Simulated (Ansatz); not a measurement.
Pressure coefficients of AgCl

```
Ag Cl
1.0
     3.43397    0.00000    0.00000
     0.00000    3.43397    0.00000
     0.00000    0.00000    3.43397
Ag Cl
1 1
Direct
  0.00000 0.00000 0.00000
  0.50000 0.50000 0.50000
```

Conventional cell: a = 3.434 Å, b = 3.434 Å, c = 3.434 Å, α = 90.00°, β = 90.00°, γ = 90.00°. Ag (atom 1) has 8 Cl at 2.97 Å as nearest neighbours. Around Cl (atom 2) lie 8 Ag at 2.97 Å.

Structure from Materials Project entry mp-726265 (possibly hypothetical), not relaxed further.

Computed with Ansatz 0.2.0, DFT, PBE, all-electron LAPW, scalar-relativistic.

Settings: a Γ-centred 9×9×9 k mesh, Fermi–Dirac smearing of 0.01 eV, basis error target 1 meV/atom, no spin polarisation.

The cell is scaled evenly with fractional coordinates held. Semilocal gaps are too small, but their slopes carry over better.

```tsv
V/V(cell)	P (GPa)	gap on the k mesh (eV)
0.9400	3.29	0.635
0.9500	2.62	0.629
0.9600	2.00	0.624
0.9750	1.14	0.617
0.9800	0.87	0.615
0.9900	0.36	0.611
1.0000	-0.12	0.608
1.0100	-0.57	0.605
1.0200	-1.00	0.603
1.0250	-1.20	0.602
1.0400	-1.77	0.599
1.0500	-2.11	0.598
```

Q: From the rows at 0.9900 and 1.0100, what is the bulk modulus at the cell's volume?

A: B = −ΔP/Δln V = −[(-0.57) − (0.36)]/0.02000 = 46.5 GPa.

Q: What are the gap's volume deformation potential and pressure coefficient?

A: dEg/dln V = (0.605 − 0.611)/0.02000 = -0.30 eV, and dEg/dP = −(dEg/dln V)/B = 6.5 meV/GPa: pressure widens the gap.

Q: Predict the row at V/V(cell) = 1.0600. How far is a linear estimate of P off?

A: P = -2.44 GPa, gap 0.597 eV. The linear estimate P(cell) − B ln(V/V(cell)) = -2.83 GPa misses by 0.39 GPa, since the modulus falls on expansion.
